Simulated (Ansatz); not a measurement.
# ZnSe (Stilleite) (F-43m) in Ansatz: reference runs

Reference runs on ZnSe (Stilleite): the cell as given.

Program: Ansatz 0.2.0. These are calculated values, not measurements. Logs are shortened: lines on timing, memory, paths and dates and some standing lists are left out, and cuts for length are marked.

**The experiment to reproduce.**

From “Alloy Disordering Effects on the Thermal Conductivity and Energy Gap Temperature Dependence of Cd1−xZnxSe Ternary Crystals Grown by the Bridgman Method”, 2023, pmc:10253836, for a bulk crystal of ZnSe at 300 K: band gap 2.695 ± 0.003 eV (an exciton energy, a little under the gap).

The runs below are set against these values where they give the same quantity.

### Step 1. Starting point

It takes space group F-43m (No. 216, cubic). Conventional cell: a = 5.668 Å, b = 5.668 Å, c = 5.668 Å, α = 90.00°, β = 90.00°, γ = 90.00°. Se (site symmetry -43m) is surrounded by 4 Zn at 2.45 Å. Zn (site symmetry -43m) has 4 Se at 2.45 Å as nearest neighbours.

### Step 2. Single point, PBEsol

input.yaml

```yaml
crystal:
  lattice:
    - [0.0, 2.8338, 2.8338]
    - [2.8338, 0.0, 2.8338]
    - [2.8338, 2.8338, 0.0]
  atoms:
    - { symbol: Se, position: [0.75, 0.75, 0.75] }
    - { symbol: Zn, position: [0.0, 0.0, 0.0] }
kpoints:
  mp_grid: { grid: [8, 8, 8] }
scf:
  occupations: { method: fermi_dirac, width: 0.05 }
hamiltonian:
  xc: pbesol
  pseudopotentials: { kind: all_electron, lapw: { basis_error: 0.001 } }
output:
  forces: true
  stress: true
  eigenvalues: true
  populations: true
```

Potentials or basis: all-electron LAPW, scalar-relativistic.

Run with:

```
ansatz run input.yaml --threads 1 --pin off --max-ram 3072MiB --backend cpu --events-out ev --progress --plain --runs-dir out
```

The program printed:

```text
Warning: RAYON_NUM_THREADS=1 ignored (pool sized by the plan → 1); use --threads N
Se: projections on atomic orbitals take those of the free atom 1s2 2s2 2p6 3s2 3p6 3d10 4s2 4p4, of charge +0.00 (hamiltonian.pseudopotentials.projection_atoms)
Zn: projections on atomic orbitals take those of the free atom 1s2 2s2 2p6 3s2 3p6 3d10 4s2, of charge +0.00 (hamiltonian.pseudopotentials.projection_atoms)
LAPW: plane waves up to 9.033 Å⁻¹, error target 1.0e-3 eV per atom; small_component_spin mean_spin; Zn in spheres of 1.247 Å, 20 of its electrons in bands, Dirac shells []; Se in spheres of 1.207 Å, 24 of its electrons in bands, Dirac shells [] (how accurate: hamiltonian.pseudopotentials.lapw.basis_error, Limitations)
Engine: ansatz 0.2.0, aarch64-unknown-linux-gnu
Pseudopotentials: kind: all_electron
Pseudopotential: Se, LAPW, valence charge 24, lapw/all_electron/scalar/gaussian/Se, Koelling and Harmon's equation, gaussian nucleus
Pseudopotential: Zn, LAPW, valence charge 20, lapw/all_electron/scalar/gaussian/Zn, Koelling and Harmon's equation, gaussian nucleus
Functional definition: PBEsol
  exchange = pbesol_x
  correlation = pbesol_c
Crystal: 2 atoms, lattice volume = 45.513 Å³
Basis set: ecut = 310.88288597858605 eV, 537 PW (Γ), exchange–correlation at level 2
Bands: 27, of which v1, the nominal top of the filled ones, is band 22 counted from 1 (21 counted from 0)
Symmetry: 24 space group operations
Space group: F-43m (ITA 216), of the structure as read, at distance tolerance 3.6e-5 Å
k-points: 29 of 512 (time reversal used)
Non-local potential: Se, projectors of the file, none
Non-local potential: Zn, projectors of the file, none
Initial density: superposition of atomic densities (chi_scale 0.1, normalization cell, long waves kept (reshape's long-wave potential 0.00 eV rms))
Initial wavefunctions: plane waves of lowest kinetic energy (no species holds an atomic orbital)
Functional: x = pbesol(κ = 0.804, μ = 0.12345679012345678), c = pbesol(β = 0.046)
iter 1 solved again at ethr=1.46e-3 eV; its pass at ethr=1.00e-1 eV (dr2=6.41e-1 eV) is discarded
SCF iter   1: F=—  HF=-114917.355207 eV  |F-HF|=—  |Δ(HF+E_count)|=         —  Δρ=2.96e-2  dr2=6.42e-1  ethr=1.46e-3  ⟨swp⟩=2.0  Hψ=4924  notcnv=0
preconditioner: auto → none  [insulator: Δε(μ)=1.432 eV  Ē_g=12.102 eV  σ=0.050 eV  W_gap=1.00  n_scr=14 (ndim 8)  ℏωp=23.4 eV  f_vac=0.193  D(μ)=0.00/eV (n_scr^D=0)  ε∞_Penn≈4.7]
iter 2 solved again at ethr=6.84e-5 eV; its pass at ethr=1.46e-3 eV (dr2=3.01e-2 eV) is discarded
SCF iter   2: F=—  HF=-114917.150108 eV  |F-HF|=—  |Δ(HF+E_count)|=   2.05e-1  Δρ=9.28e-3  dr2=3.01e-2  ethr=6.84e-5  ⟨swp⟩=2.0  Hψ=4020  notcnv=0
SCF iter   3: F=—  HF=-114917.070733 eV  |F-HF|=—  |Δ(HF+E_count)|=   7.94e-2  Δρ=6.28e-3  dr2=1.44e-2  ethr=6.84e-5  ⟨swp⟩=3.0  Hψ=2550  notcnv=0
SCF iter   4: F=—  HF=-114917.063091 eV  |F-HF|=—  |Δ(HF+E_count)|=         —  Δρ=2.73e-3  dr2=2.75e-3  ethr=3.27e-5  ⟨swp⟩=2.0  Hψ=2227  notcnv=0
the basis was enlarged: its passes take 30.6 KiB over the memory plan, 1 of 1 planned eigensolver slots
SCF iter   5: F=—  HF=-114917.062782 eV  |F-HF|=—  |Δ(HF+E_count)|=   3.09e-4  Δρ=4.77e-4  dr2=6.17e-5  ethr=6.26e-6  ⟨swp⟩=2.0  Hψ=2227  notcnv=0
SCF iter   6: F=—  HF=-114917.062772 eV  |F-HF|=—  |Δ(HF+E_count)|=   9.47e-6  Δρ=6.68e-5  dr2=1.38e-6  ethr=1.40e-7  ⟨swp⟩=2.0  Hψ=2228  notcnv=0
SCF iter   7: F=-114917.062774 eV  HF=-114917.062774 eV  |F-HF|=8.00e-10  |Δ(HF+E_count)|=   2.00e-6  Δρ=8.29e-6  dr2=2.47e-8  ethr=3.13e-9  ⟨swp⟩=3.0  Hψ=2313  notcnv=0
SCF 1 converged in 7 iterations: F = -114917.062774 eV  dr2 = 2.47e-8
SCF converged after 7 iterations
Free energy (F): -114917.062774 eV
Harris-Foulkes:  -114917.062774 eV  (|F-HF|=8.00e-10)
Internal energy: -114917.062774 eV  (E = F + TS)
E sigma→0 (E₀):  -114917.062774 eV
Entropy (-TS):   -0.000000 eV (-0.000 meV/atom)
Fermi energy:    8.534660 eV
--- Per-component energies (eV) ---
  E_band       = -2241.155511
  E_kinetic    = 117368.960483
  E_xc         = -4261.767657
  E_electrostatic = -228024.255600  (all electrons and nuclei)
  E_smearing   = -0.000000  (= −TS)
  E_closure    = 0.000000  (closes the sum)
  E_atoms      = -114910.299036  (free atoms, spherical and without spin; not in F)
  Σ components = -114917.062774   (vs F -114917.062774, Δ=0.00e0)
  Basis errors (estimates in eV, not in F): energy 4.3e-4 per atom: plane waves 4.0e-4 (2.4e-4 summed), levels above the bands 3.2e-86, relativity 1.3e-8, radial functions 3.4e-5, core shells 5.2e-10; eigenvalues (radial functions only) 1.6e-6; not estimated: angular momenta, meshes, grids; target (lapw.basis_error) 1.0e-3; muffin-tin radii Zn 1.247 Å, Se 1.207 Å
--- Forces (eV/Å), atoms counted from 1 ---
  atom   1  Se    -0.00000000     0.00000000     0.00000000
  atom   2  Zn     0.00000000    -0.00000000     0.00000000
  max |Σ_I F_I| component: 2.08e-17 eV/Å
--- Stress (GPa, compression-positive) ---
       -1.114640       0.000000      -0.000000
        0.000000      -1.114640       0.000000
       -0.000000       0.000000      -1.114640
  P = ⅓ Tr σ = -1.1146 GPa (-11.146 kbar)
--- Band table (eV; the first three rows and the last of 29) ---
  k-point 0: bands = ["-198.8813", "-138.5458", "-138.5458", "-138.5458", "-116.9617", "-71.2912", "-71.2912", "-71.2912", "-38.9831", "-38.9831", "-38.9831", "-38.9787", "-38.9787", "-5.3711", "1.3603", "1.3603", "1.3603", "1.7314", "1.7314", "7.9154", "7.9154", "7.9154", "9.0853", "13.6618", "13.6618", "13.6618", "17.6597"]
  k-point 1: bands = ["-198.8813", "-138.5458", "-138.5458", "-138.5458", "-116.9617", "-71.2912", "-71.2912", "-71.2912", "-38.9831", "-38.9830", "-38.9830", "-38.9787", "-38.9787", "-5.2697", "1.3661", "1.3762", "1.3762", "1.7300", "1.7300", "6.5675", "7.7619", "7.7619", "10.0996", "13.5828", "13.9170", "13.9170", "18.5379"]
  k-point 2: bands = ["-198.8813", "-138.5458", "-138.5458", "-138.5458", "-116.9617", "-71.2913", "-71.2912", "-71.2912", "-38.9831", "-38.9830", "-38.9830", "-38.9786", "-38.9786", "-5.0062", "1.4111", "1.4111", "1.4189", "1.7314", "1.7314", "4.8345", "7.4348", "7.4348", "10.5730", "14.2938", "14.2938", "14.3758", "18.2911"]
  k-point 28: bands = ["-198.8813", "-138.5458", "-138.5458", "-138.5458", "-116.9617", "-71.2913", "-71.2913", "-71.2912", "-38.9830", "-38.9830", "-38.9827", "-38.9787", "-38.9785", "-4.3001", "1.4752", "1.5676", "1.6976", "1.7012", "2.0325", "3.2011", "5.1213", "5.2168", "13.2782", "13.4376", "14.7857", "15.5018", "19.5311"]
--- Löwdin populations: 2 sites ---
  site symbol       q [e]
     0     Se     35.0007
     1     Zn     28.7829
  spilling = 0.003381 (of n_electrons = 64.000000)
```

Wall time 27 s (1 thread of Arm Neoverse N1, shared host); peak memory 0.29 GiB.

What came out:

```
Free energy            : -114917.0628 eV
Pressure               : -1.1 GPa
Band gap on the k mesh : 1.17 eV, direct
Loewdin charges        : Se -1.00; Zn +1.22 e
```

Caveat: the atomic charges don't sum to the cell's charge.

### Step 3. How close it comes

Step 2. A measured gap of ZnSe is 2.695 eV (an exciton energy, a little under the gap; 300 K; “Alloy Disordering Effects on the Thermal Conductivity and Energy Gap Temperature Dependence of Cd1−xZnxSe Ternary Crystals Grown by the Bridgman Method”, 2023, pmc:10253836); the calculated 1.17 eV misses it by -1.53 eV. So large a miss can be the level of theory's own, or it may mean another phase, state or a wrong row. Spin-orbit coupling on Se is left out. The value is that of PBEsol, without temperature or zero-point motion. Semilocal functionals fall short of measured gaps as a rule.
